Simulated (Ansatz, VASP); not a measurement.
One calculation of Zr3H, two programs

```xyz
4
Lattice="5.6627 0.0000 0.0000 -2.8314 4.9041 0.0000 0.0000 0.0000 2.9674" Properties=species:S:1:pos:R:3 pbc="T T T"
Zr    2.8314    0.0000    1.4837
Zr   -1.4157    2.4520    1.4837
Zr    1.4157    2.4520    1.4837
H     0.0000    0.0000    1.4837
```

Alike in both runs: functional PBE; k mesh 6 × 6 × 6; occupations gaussian, width 0.1 eV; no spin polarisation.

Ansatz relaxed the structure, and its values are those at the end. VASP's run is a single point on that final structure, the one shown.

|  | VASP | Ansatz |
| --- | --- | --- |
| version | VASP 6.6.1 | Ansatz 0.2.0 |
| potentials or method | VASP PAW PBE potentials, release 64 (Zr_sv, H) | scalar-relativistic, plane waves, PAW |
| plane-wave cutoff (eV) | 520 | 420 |
| valence electrons in the cell | 37 | 37 |

|  | VASP | Ansatz | Ansatz less VASP |
| --- | --- | --- | --- |
| gap on the k mesh at the Fermi level (eV) | none | none | - |
| pressure (GPa) | 0.1 | 0.1 | -0.04 |

A gap of «none» marks a metal or a gap that the smearing closes.
